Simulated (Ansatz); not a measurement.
# Bi2Se3 (Paraguanajuatite) (R-3m) in Ansatz: a series of runs

The runs below take Bi2Se3 (Paraguanajuatite) through single point, equation of state, with BLYP.

All numbers are computed with Ansatz 0.2.0; they aren't measurements. Logs are shortened: lines on timing, memory, paths and dates and some standing lists are left out, and cuts for length are marked.

### Step 1. Starting point

Symmetry: R-3m, No. 166, trigonal system. Conventional cell: a = 4.143 Å, b = 4.143 Å, c = 28.636 Å, α = 90.00°, β = 90.00°, γ = 120.00°. Bi (site symmetry 3m) is surrounded by 6 Se at 2.85 to 3.07 Å. Se (site symmetry 3m) is surrounded by 3 Bi at 2.85 Å. Se (site symmetry -3m) is surrounded by 6 Bi at 3.07 Å.

### Step 2. Single point, BLYP, 26.68 Å³/atom (volume scaled by 0.94)

input.yaml

```yaml
crystal:
  lattice:
    - [2.0292126242, 1.1715664548, 9.3504759364]
    - [-2.0292126242, 1.1715664548, 9.3504759364]
    - [0.0, -2.3431329097, 9.3504759364]
  atoms:
    - { symbol: Bi, position: [0.5992, 0.5992, 0.5992] }
    - { symbol: Bi, position: [0.4008, 0.4008, 0.4008] }
    - { symbol: Se, position: [0.7883, 0.7883, 0.7883] }
    - { symbol: Se, position: [0.2117, 0.2117, 0.2117] }
    - { symbol: Se, position: [0.0, 0.0, 0.0] }
hamiltonian:
  xc: blyp
  pseudopotentials: { kind: paw }
kpoints:
  mp_grid: { grid: [8, 8, 8] }
scf:
  occupations: { method: fermi_dirac, width: 0.05 }
output:
  forces: true
  stress: true
  eigenvalues: true
  write_density: true
  write_potential: true
  elf: true
  volumetric_format: npy
```

Potentials or basis: Ansatz PAW.

Run with:

```sh
$ ansatz run input.yaml --threads 2 --pin off --max-ram 5120MiB --backend cpu --events-out ev --progress --plain --runs-dir out
```

The log of the run:

```text
Warning: RAYON_NUM_THREADS=2 ignored (pool sized by the plan → 2); use --threads N
basis.fft_grid_basis auto: the FFT boxes are laid along the combinations [[1, -1, 0], [0, 1, 0], [0, -1, 1]] of the cell's own vectors, 4.058, 9.640 and 4.058 Å long. The dense box has 30×72×30 points. Along the cell's own vectors, as sized, it would have 72×72×72, 5.76 times as many. Of the 12 symmetry operations that the crystal satisfies within crystal.symmetry.tolerance (time reversal apart; of a slab, those that keep its plane) the dense box along the cell's own vectors carries 12, and the one as laid loses 8 of those. basis.fft_grid_basis: typed keeps the cell's own vectors: state it where this run's energies or levels are differenced outside the engine with another run's, or held beside a run that keeps those vectors. Those combinations have planes normal to reciprocal vector 3, as the cell's own vectors have. Each planar average written beside output.write_density, output.write_potential has a row for each plane of the box: 30. The volumetric files lie along those combinations, not along the cell's own vectors: a cube or XSF file states them, and fields.json those of NumPy files.
Engine: ansatz 0.2.0, x86_64-unknown-linux-gnu
Pseudopotentials: kind: paw
Pseudopotential: Bi, paw, valence charge 15, recommended cutoff 420 eV (normal), Bi.paw.azcp
Pseudopotential: Se, paw, valence charge 16, recommended cutoff 420 eV (normal), Se.paw.azcp
Functional definition: BLYP
  parameter beta = 0.0042
  parameter a = 0.04918
  parameter b = 0.132
  parameter c = 0.2533
  parameter d = 0.349
  exchange = b88_x(beta = beta)
  correlation = lyp_c(a = a, b = b, c = c, d = d)
Crystal: 5 atoms, lattice volume = 133.377 Å³
Basis set: ecut = 420 eV, 2611 PW (Γ), FFT grids on a1−a2, a2, −a2+a3, exchange–correlation on 60×144×60 points (8 copies of the dense FFT grid, shifted against one another)
Bands: 47, of which v1, the nominal top of the filled ones, is band 39 counted from 1 (38 counted from 0)
Symmetry: 12 space group operations
Space group: R-3m (ITA 166), of the structure as read, at distance tolerance 5.1e-5 Å
k-points: 65 of 512
Non-local potential: Bi, projectors of the file, l = 0: 2, l = 1: 2, l = 2: 2, l = 3: 2
Non-local potential: Se, projectors of the file, l = 0: 2, l = 1: 2, l = 2: 3, l = 3: 1
PAW form: soft (Blöchl's): semilocal exchange-correlation on the pseudo side does not see the compensation charge
PAW frozen core: Bi, regenerated for the run's functional, and the local potential with it (the file was generated under x = pbe(κ = 0.804, μ = 0.2195149727645171), c = pbe(β = 0.06672455060314922))
PAW frozen core: Se, regenerated for the run's functional, and the local potential with it (the file was generated under x = pbe(κ = 0.804, μ = 0.2195149727645171), c = pbe(β = 0.06672455060314922))
PAW one-centre angular grid: Bi, 590 points (default); XC on 64 Gauss nodes
PAW one-centre angular grid: Se, 590 points (default); XC on 64 Gauss nodes
Initial density: superposition of atomic densities (neutral atoms: chi_scale 0, normalization atom), corrected by the library's trained network
Initial wavefunctions: pseudopotential atomic-orbital guess
Functional: x = b88, c = lyp
SCF iter   1: F=—  HF=-41292.287528 eV  |F-HF|=—  |Δ(HF+E_count)|=         —  Δρ=7.30e-3  dr2=1.00e-1  ethr=1.77e-3  ⟨swp⟩=8.4  Hψ=12932  notcnv=0  defer=10
preconditioner: auto → Resta (q_TF=auto, 2.495 Å⁻¹)  ε∞=4.0  [insulator: Δε(μ)=0.299 eV  Ē_g=9.763 eV  σ=0.050 eV  W_gap=0.90  n_scr=36 (ndim 8)  ℏωp=17.0 eV  f_vac=0.024  D(μ)=0.01/eV (n_scr^D=0)  ε∞_Penn≈4.0]
SCF iter   2: F=—  HF=-41292.264077 eV  |F-HF|=—  |Δ(HF+E_count)|=   2.35e-2  Δρ=2.99e-3  dr2=1.67e-2  ethr=1.29e-4  ⟨swp⟩=2.0  Hψ=4251  notcnv=0  defer=97
SCF iter   3: F=—  HF=-41292.260246 eV  |F-HF|=—  |Δ(HF+E_count)|=   3.83e-3  Δρ=1.46e-3  dr2=5.62e-3  ethr=2.14e-5  ⟨swp⟩=2.8  Hψ=5533  notcnv=0  defer=97
SCF iter   4: F=—  HF=-41292.259299 eV  |F-HF|=—  |Δ(HF+E_count)|=   9.47e-4  Δρ=4.94e-4  dr2=6.43e-4  ethr=7.20e-6  ⟨swp⟩=2.0  Hψ=3450  notcnv=0  defer=97
SCF iter   5: F=—  HF=-41292.259268 eV  |F-HF|=—  |Δ(HF+E_count)|=   3.15e-5  Δρ=1.76e-4  dr2=7.95e-5  ethr=8.25e-7  ⟨swp⟩=2.0  Hψ=4843  notcnv=0  defer=97
SCF iter   6: F=—  HF=-41292.259273 eV  |F-HF|=—  |Δ(HF+E_count)|=   5.71e-6  Δρ=6.27e-5  dr2=4.72e-6  ethr=1.02e-7  ⟨swp⟩=2.0  Hψ=4843  notcnv=0  defer=97
SCF iter   7: F=—  HF=-41292.259279 eV  |F-HF|=—  |Δ(HF+E_count)|=   5.44e-6  Δρ=1.16e-5  dr2=1.76e-7  ethr=6.05e-9  ⟨swp⟩=2.0  Hψ=5493  notcnv=0  defer=97
SCF iter   8: F=-41292.259279 eV  HF=-41292.259279 eV  |F-HF|=1.49e-8  |Δ(HF+E_count)|=   1.47e-7  Δρ=4.13e-6  dr2=2.02e-8  ethr=1.28e-10  ⟨swp⟩=14.3  Hψ=25344  notcnv=0
SCF 1 converged in 8 iterations: F = -41292.259279 eV  dr2 = 2.02e-8
  Residual-converged pass: ⟨swp⟩=1.0  Hψ=3315  notcnv=0  max |occ|·‖R‖ = 6.9e-9 eV (tolerance 1.0e-8 eV)  dr2=2.02e-8  dr2_onsite=2.06e-8  max |Δocc| = 2.9e-11
SCF converged after 8 iterations
Free energy (F): -41292.259279 eV
Harris-Foulkes:  -41292.259279 eV  (|F-HF|=1.49e-8)
Internal energy: -41292.259089 eV  (E = F + TS)
E sigma→0 (E₀):  -41292.259184 eV
Entropy (-TS):   -0.000190 eV (-0.038 meV/atom)
Fermi energy:    10.653306 eV
--- Per-component energies (eV) ---
  E_band       = -1239.535104
  E_kinetic    = 970.033240
  E_local      = -10092.937285  (includes V_loc(G=0)·N_el)
  E_nonlocal   = -680.272971
  E_hartree    = 4522.945308
  E_xc         = -612.848615
  E_vxc        = -577.852278  (∫ρ·V_xc dr)
  E_paw        = -27157.149271  (= ΣΔE_a)
  E_vpaw       = 95.604650  (= ΣTr[D̂ρ^β])
  E_aug_tail   = -0.002838  (compensation charges beyond the density's cutoff)
  E_ewald      = -8242.640956
  E_core_change = 0.614299  (= ΣΔE_core)
  E_smearing   = -0.000190  (= −TS)
  E_closure    = 0.000000  (closes the sum)
  Σ components = -41292.259279   (vs F -41292.259279, Δ=0.00e0)
--- Forces (eV/Å), atoms counted from 1 ---
  atom   1  Bi     0.00000000    -0.00000000     0.32013554
  atom   2  Bi     0.00000000     0.00000000    -0.32013554
  atom   3  Se     0.00000000    -0.00000000     0.83068804
  atom   4  Se     0.00000000     0.00000000    -0.83068804
  atom   5  Se     0.00000000     0.00000000    -0.00000000
  max |Σ_I F_I| component: 1.05e-30 eV/Å
--- Stress (GPa, compression-positive) ---
       11.732857       0.000000       0.000000
        0.000000      11.732857       0.000000
        0.000000       0.000000      11.262173
  P = ⅓ Tr σ = 11.5760 GPa (115.760 kbar)
--- Band table (eV; the first three rows and the last of 65) ---
  k-point 0: bands = ["-36.9808", "-36.9808", "-36.9804", "-36.9804", "-36.9722", "-36.9722", "-36.9716", "-36.9716", "-36.9675", "-36.9673", "-36.8413", "-36.8337", "-36.8337", "-36.8016", "-36.8016", "-12.7230", "-12.7230", "-12.7201", "-12.7201", "-12.6997", "-12.6965", "-12.6896", "-12.6896", "-12.6859", "-12.6859", "-4.4889", "-3.6950", "-2.7442", "0.8187", "1.6689", "8.1587", "8.2638", "8.4189", "8.4189", "8.4507", "8.4507", "9.1508", "9.1508", "10.5412", "10.7654", "11.8465", "11.8465", "12.6660", "13.2603", "13.2603", "16.4935", "17.6512"]
  k-point 1: bands = ["-36.9808", "-36.9808", "-36.9804", "-36.9804", "-36.9723", "-36.9722", "-36.9716", "-36.9716", "-36.9675", "-36.9673", "-36.8413", "-36.8337", "-36.8337", "-36.8016", "-36.8016", "-12.7264", "-12.7229", "-12.7186", "-12.7159", "-12.6972", "-12.6940", "-12.6917", "-12.6898", "-12.6880", "-12.6856", "-4.3360", "-3.5628", "-2.6490", "0.7217", "1.4927", "7.2119", "7.3161", "7.9013", "8.0310", "8.5539", "8.9890", "9.0462", "9.4258", "9.7505", "11.6807", "12.3152", "12.3594", "12.6876", "13.2479", "13.5599", "16.0967", "16.7149"]
  k-point 2: bands = ["-36.9808", "-36.9807", "-36.9805", "-36.9803", "-36.9723", "-36.9723", "-36.9717", "-36.9715", "-36.9674", "-36.9673", "-36.8413", "-36.8338", "-36.8337", "-36.8016", "-36.8015", "-12.7361", "-12.7310", "-12.7101", "-12.7072", "-12.6997", "-12.6947", "-12.6879", "-12.6878", "-12.6839", "-12.6838", "-3.8905", "-3.1982", "-2.4067", "0.3412", "1.0001", "6.0645", "6.5871", "7.0740", "7.3780", "7.9163", "8.5514", "9.0970", "9.2470", "9.9501", "11.7410", "12.5096", "12.7007", "13.3671", "13.7473", "14.7395", "15.1982", "16.9187"]
  k-point 64: bands = ["-36.9808", "-36.9808", "-36.9804", "-36.9804", "-36.9722", "-36.9722", "-36.9716", "-36.9716", "-36.9675", "-36.9673", "-36.8413", "-36.8337", "-36.8337", "-36.8016", "-36.8016", "-12.7229", "-12.7229", "-12.7201", "-12.7201", "-12.6995", "-12.6967", "-12.6897", "-12.6897", "-12.6859", "-12.6859", "-4.3207", "-4.0542", "-2.4156", "0.2962", "2.1336", "7.5440", "8.3035", "8.3035", "8.7110", "8.7110", "8.9477", "8.9555", "8.9555", "10.0672", "11.1496", "12.1849", "12.1849", "12.6531", "12.8893", "12.8893", "16.4150", "17.2965"]
```

It took 12 s on 2 threads of AMD EPYC 7B13 (Zen 3), shared host; peak memory 0.68 GiB.

Results:

| Property | Result |
| --- | --- |
| Free energy | -41292.2593 eV |
| Pressure | 11.6 GPa |
| Largest force | 0.831 eV/Å |
| Band gap on the k mesh | 0.22 eV, direct |

Caveat: spin-orbit coupling is left out, which as a rule narrows the gap of such compounds by several tenths of an eV; the PAW data sets come from PBE, with cores solved anew for the run's functional, which leaves a small shift of forces and pressure.

### Step 3. Single point, BLYP, 27.24 Å³/atom (volume scaled by 0.96)

input.yaml, as its differences from that of step 2:

```diff
@@ -2,5 +2,5 @@
   lattice:
-    - [2.0292126242, 1.1715664548, 9.3504759364]
-    - [-2.0292126242, 1.1715664548, 9.3504759364]
-    - [0.0, -2.3431329097, 9.3504759364]
+    - [2.0435033248, 1.1798171946, 9.416326528]
+    - [-2.0435033248, 1.1798171946, 9.416326528]
+    - [0.0, -2.3596343894, 9.416326528]
   atoms:
@@ -22,5 +22 @@
   eigenvalues: true
-  write_density: true
-  write_potential: true
-  elf: true
-  volumetric_format: npy
```

Potentials or basis: Ansatz PAW.

Run with:

```sh
$ ansatz run input.yaml --threads 2 --pin off --max-ram 5120MiB --backend cpu --events-out ev --progress --plain --runs-dir out
```

Wall time 7.7 s (2 threads of AMD EPYC 7B13 (Zen 3), shared host); peak memory 0.64 GiB.

Results (log left out):

```
Free energy            : -41292.4468 eV
Pressure               : 9.6 GPa
Largest force          : 0.643 eV/Å
Band gap on the k mesh : 0.24 eV, direct
```

Caveat: spin-orbit coupling is left out, which as a rule narrows the gap of such compounds by several tenths of an eV; the PAW data sets come from PBE, with cores solved anew for the run's functional, which leaves a small shift of forces and pressure.

### Step 4. Single point, BLYP, 27.81 Å³/atom (volume scaled by 0.98)

input.yaml, as its differences from that of step 3:

```diff
@@ -2,5 +2,5 @@
   lattice:
-    - [2.0435033248, 1.1798171946, 9.416326528]
-    - [-2.0435033248, 1.1798171946, 9.416326528]
-    - [0.0, -2.3596343894, 9.416326528]
+    - [2.0575968965, 1.1879541221, 9.4812687632]
+    - [-2.0575968965, 1.1879541221, 9.4812687632]
+    - [0.0, -2.3759082442, 9.4812687632]
   atoms:
```

Run with:

```sh
$ ansatz run input.yaml --threads 2 --pin off --max-ram 5120MiB --backend cpu --events-out ev --progress --plain --runs-dir out
```

It took 8 s on 2 threads of AMD EPYC 7B13 (Zen 3), shared host; peak memory 0.67 GiB.

The run converged. Its results:

```
Free energy            : -41292.6016 eV
Pressure               : 7.9 GPa
Largest force          : 0.468 eV/Å
Band gap on the k mesh : 0.25 eV, direct
```

Caveat: spin-orbit coupling is left out, which as a rule narrows the gap of such compounds by several tenths of an eV; the PAW data sets come from PBE, with cores solved anew for the run's functional, which leaves a small shift of forces and pressure.

### Step 5. Single point, BLYP, 28.38 Å³/atom

input.yaml, as its differences from that of step 4:

```diff
@@ -2,5 +2,5 @@
   lattice:
-    - [2.0575968965, 1.1879541221, 9.4812687632]
-    - [-2.0575968965, 1.1879541221, 9.4812687632]
-    - [0.0, -2.3759082442, 9.4812687632]
+    - [2.0715, 1.1959810826, 9.5453333333]
+    - [-2.0715, 1.1959810826, 9.5453333333]
+    - [0.0, -2.3919621653, 9.5453333333]
   atoms:
```

Run with:

```sh
$ ansatz run input.yaml --threads 2 --pin off --max-ram 5120MiB --backend cpu --events-out ev --progress --plain --runs-dir out
```

It took 8.1 s on 2 threads of AMD EPYC 7B13 (Zen 3), shared host; peak memory 0.68 GiB.

The run converged. Its results:

| Item | Value |
| --- | --- |
| Free energy | -41292.7269 eV |
| Pressure | 6.3 GPa |
| Largest force | 0.305 eV/Å |
| Band gap on the k mesh | 0.27 eV, direct |

Caveat: spin-orbit coupling is left out, which as a rule narrows the gap of such compounds by several tenths of an eV; the PAW data sets come from PBE, with cores solved anew for the run's functional, which leaves a small shift of forces and pressure.

### Step 6. Single point, BLYP, 28.95 Å³/atom (volume scaled by 1.02)

input.yaml, as its differences from that of step 5:

```diff
@@ -2,5 +2,5 @@
   lattice:
-    - [2.0715, 1.1959810826, 9.5453333333]
-    - [-2.0715, 1.1959810826, 9.5453333333]
-    - [0.0, -2.3919621653, 9.5453333333]
+    - [2.0852189429, 1.2039017179, 9.6085493036]
+    - [-2.0852189429, 1.2039017179, 9.6085493036]
+    - [0.0, -2.407803436, 9.6085493036]
   atoms:
```

Potentials or basis: Ansatz PAW.

Run with:

```sh
$ ansatz run input.yaml --threads 2 --pin off --max-ram 5120MiB --backend cpu --events-out ev --progress --plain --runs-dir out
```

It took 8.6 s on 2 threads of AMD EPYC 7B13 (Zen 3), shared host; peak memory 0.68 GiB.

The run converged. Its results:

```yaml
Free_energy: -41292.8254 eV
Pressure: 4.9 GPa
Largest_force: 0.154 eV/Å
Band_gap_on_the_k_mesh: 0.28 eV, direct
```

Caveat: spin-orbit coupling is left out, which as a rule narrows the gap of such compounds by several tenths of an eV; the PAW data sets come from PBE, with cores solved anew for the run's functional, which leaves a small shift of forces and pressure.

### Step 7. Single point, BLYP, 29.51 Å³/atom (volume scaled by 1.04)

input.yaml, as its differences from that of step 6:

```diff
@@ -2,5 +2,5 @@
   lattice:
-    - [2.0852189429, 1.2039017179, 9.6085493036]
-    - [-2.0852189429, 1.2039017179, 9.6085493036]
-    - [0.0, -2.407803436, 9.6085493036]
+    - [2.098759705, 1.2117194806, 9.6709442292]
+    - [-2.098759705, 1.2117194806, 9.6709442292]
+    - [0.0, -2.4234389614, 9.6709442292]
   atoms:
@@ -22 +22,5 @@
   eigenvalues: true
+  write_density: true
+  write_potential: true
+  elf: true
+  volumetric_format: npy
```

Run with:

```sh
$ ansatz run input.yaml --threads 2 --pin off --max-ram 5120MiB --backend cpu --events-out ev --progress --plain --runs-dir out
```

Wall time 13 s (2 threads of AMD EPYC 7B13 (Zen 3), shared host); peak memory 0.7 GiB.

It converged, with:

```
Free energy            : -41292.8999 eV
Pressure               : 3.6 GPa
Largest force          : 0.017 eV/Å
Band gap on the k mesh : 0.29 eV, direct
```

Caveat: spin-orbit coupling is left out, which as a rule narrows the gap of such compounds by several tenths of an eV; the PAW data sets come from PBE, with cores solved anew for the run's functional, which leaves a small shift of forces and pressure.

### Step 8. Single point, BLYP, 30.08 Å³/atom (volume scaled by 1.06)

input.yaml, as its differences from that of step 7:

```diff
@@ -2,5 +2,5 @@
   lattice:
-    - [2.098759705, 1.2117194806, 9.6709442292]
-    - [-2.098759705, 1.2117194806, 9.6709442292]
-    - [0.0, -2.4234389614, 9.6709442292]
+    - [2.1121279616, 1.2194376472, 9.7325442609]
+    - [-2.1121279616, 1.2194376472, 9.7325442609]
+    - [0.0, -2.4388752945, 9.7325442609]
   atoms:
@@ -22,5 +22 @@
   eigenvalues: true
-  write_density: true
-  write_potential: true
-  elf: true
-  volumetric_format: npy
```

Run with:

```sh
$ ansatz run input.yaml --threads 2 --pin off --max-ram 5120MiB --backend cpu --events-out ev --progress --plain --runs-dir out
```

Run time: 8.9 s. Hardware: 2 threads of AMD EPYC 7B13 (Zen 3), shared host; peak memory 0.69 GiB.

The run converged. Its results:

```yaml
Free_energy: -41292.9525 eV
Pressure: 2.4 GPa
Largest_force: 0.117 eV/Å
Band_gap_on_the_k_mesh: 0.30 eV, direct
```

Caveat: spin-orbit coupling is left out, which as a rule narrows the gap of such compounds by several tenths of an eV; the PAW data sets come from PBE, with cores solved anew for the run's functional, which leaves a small shift of forces and pressure.

### Step 9. Equation of state, BLYP

Potentials or basis: Ansatz PAW.

This step only gathers the single runs of the series.

What came out:

```yaml
Equilibrium_volume: "31.45 Å³/atom (rough: see the caveat)"
Bulk_modulus_at_fixed_shape_and_positions: 49 GPa (rough)
```

Energy against volume, from the lowest point:
```csv
volume (Å³/atom),energy (meV/atom)
26.675,138.64
27.243,101.14
27.810,70.18
28.378,45.13
28.946,25.42
29.513,10.53
30.081,0.00
```

Caveat: the potentials were made for another functional, which shifts forces and pressure; the minimum lies outside the volumes run; the cell was scaled at fixed shape and fractional positions, which overstates the stiffness of a crystal with free parameters, most of all of layers and chains; spin-orbit coupling is left out, which moves the levels of the heavy elements.
